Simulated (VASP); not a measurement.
A run of VASP 6.6.1 is set up as follows.

File INCAR:

```
PREC = Accurate ; ENCUT = 520
EDIFF = 1E-7 ; ISMEAR = 0
SIGMA = 0.02 ; LREAL = F
LASPH = T ; NELM = 100
ALGO = Fast ; ISIF = 2
LWAVE = F ; LCHARG = T
GGA = PE ; LELF = T
LVHAR = T ; NBANDS = 26
```

Contents of KPOINTS:

```
Automatic mesh
0
Gamma
  6 6 6
```

The input POSCAR:

```
CdS
1.0
    4.1909898830      0.0000000000      0.0000000000
    0.0000000000      5.9269547575      0.0000000000
    0.0000000000      0.0000000000      4.1909898987
Cd S
2 2
Direct
    0.0000000000      0.0000000000      0.0000000000
    0.5000000000      0.5000000000      0.5000117000
    0.5000000000      0.2500000000      0.0000000000
    0.0000000000      0.7500000000      0.5000117000
```

Potentials or basis: VASP PAW PBE potentials, release 64 (Cd, S).

Command:

```sh
$ cat potpaw_PBE.64/Cd/POTCAR potpaw_PBE.64/S/POTCAR > POTCAR
$ mpirun -np 1 vasp_std > vasp.out
```

**Question.** Estimate the pressure.

**Answer.** 0.3 GPa.

**Question.** Estimate the band gap on the k mesh.

**Answer.** 1.04 eV.

PBE gaps usually lie below the measured ones, often by a third to a half.
